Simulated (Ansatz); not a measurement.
GeO2 (alpha-quartz type, space group P3_121)

```yaml
crystal:
  lattice:
    - [4.98872, 0.00000, 0.00000]
    - [-2.49436, 4.32036, 0.00000]
    - [0.00000, 0.00000, 5.67527]
  atoms:
    - { symbol: Ge, position: [0.45108, 0.00000, 0.33333] }
    - { symbol: Ge, position: [0.00000, 0.45108, 0.66667] }
    - { symbol: Ge, position: [0.54892, 0.54892, 0.00000] }
    - { symbol: O, position: [0.39622, 0.30313, 0.24343] }
    - { symbol: O, position: [0.69687, 0.09309, 0.57676] }
    - { symbol: O, position: [0.90691, 0.60378, 0.91010] }
    - { symbol: O, position: [0.09309, 0.69687, 0.42324] }
    - { symbol: O, position: [0.30313, 0.39622, 0.75657] }
    - { symbol: O, position: [0.60378, 0.90691, 0.08990] }
```

The slice is a (0001) plane (indices of the conventional cell) through the point (0.697, 0.093, 0.577) (fractional), spanned by u = [110] and v = [1 -1 0] in vectors of this cell: u (4.99 Å) and v (8.64 Å, at 90° to u). It covers one period; positions are fractions (u, v).

The numbers are results of r2SCAN (plane waves to 500 eV, PAW, scalar-relativistic; Ansatz, a program for electronic structure), not measurements. k mesh 8×8×6. These are valence fields of a PAW run, semicore shells included where kept as valence: close to a nucleus they are smooth pseudo fields. GeO2 was relaxed with its symmetry unable to fall.

Question: Predict the map of the electron localisation function (ELF) on the slice.

Answer: 
```
|**%%%%==::  ..--==++::    ++@@%%|
|@@%%##--::..::==****==..  --%%@@|
|##**++::..::--++####++::  ..++##|
|----::......--**####++::    ..::|
|          ..::==++++==..        |
|              ..----..          |
|                              ..|
|==::..                    ..--==|
|**++::                    ::==**|
|**++::      ::==++--..    ..==**|
|==--..    ::**%%%%%%++..  ..--==|
|::..      ++%%@@@@@@%%==......::|
|..      ..**@@@@##%%@@++::::::::|
|::::..  ..**@@##xx**@@++::....::|
|==++::    ++@@%%**%%%%==::  ..--|
|****==..  --%%@@@@%%##--::..::==|
|####++::  ..++####**++::..::--++|
|####++::    ..::----::......--**|
|++++==..                  ..::==|
|----..                        ..|
|              ..                |
|          ..--====::..          |
|          ::==****++::          |
|++--..    ..==****++::      ::==|
|%%%%++..  ..--====--..    ::**%%|
|@@@@%%==......::::..      ++%%@@|
|##%%@@++::::::::..      ..**@@@@|
|xx**@@++::....::::::..  ..**@@##|
```
Scale: ten equal steps from 0.00 (start of ' ') to 0.87 (end of '@'), in the order ' .:-=+*#%@'. Values: electron localisation function (ELF). The map has 16 points along u (two characters each, u = 0 at the left) and 28 along v (v = 0 in the bottom row). Points within 0.3 Å of a nucleus are blanked (x), as the pseudised field means little there.
